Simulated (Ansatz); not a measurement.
Co, 2 atoms in the cell. It takes space group P6_3/mmc (No. 194, hexagonal). The conventional cell has a = 2.472 Å, b = 2.472 Å, c = 4.021 Å, α = 90.00°, β = 90.00°, γ = 120.00°. Co (site symmetry -6m2) is surrounded by 12 Co at 2.47 Å. 

* Program: Ansatz 0.2.0
* Task: relaxation of cell and atoms
* Functional: revPBE
* Dispersion: D4
* Potentials or basis: all-electron LAPW, scalar-relativistic
* Basis error allowed: 0.001 eV/atom
* k mesh: 12 × 12 × 7
* Occupations: fermi-dirac, width 0.05 eV
* Spin: collinear spin, ferromagnetic start
* Starting moments: [2.0, 2.0] μB

Potentials or basis: all-electron LAPW, scalar-relativistic.

The run is started by

```console
$ ansatz run input.yaml --threads 2 --pin off --max-ram 6144MiB --backend cpu --events-out ev --progress --plain --runs-dir out
```

Hardware: 2 threads of AMD EPYC (Zen 3), on a shared host.

Question: How long does it take, and how much memory?

Answer: It took 3.1 min on 2 threads of AMD EPYC (Zen 3) (shared host), peak memory 0.58 GiB. Counts: scf iterations 27, plane waves 311, k points 76, bands 23, ion steps 5.
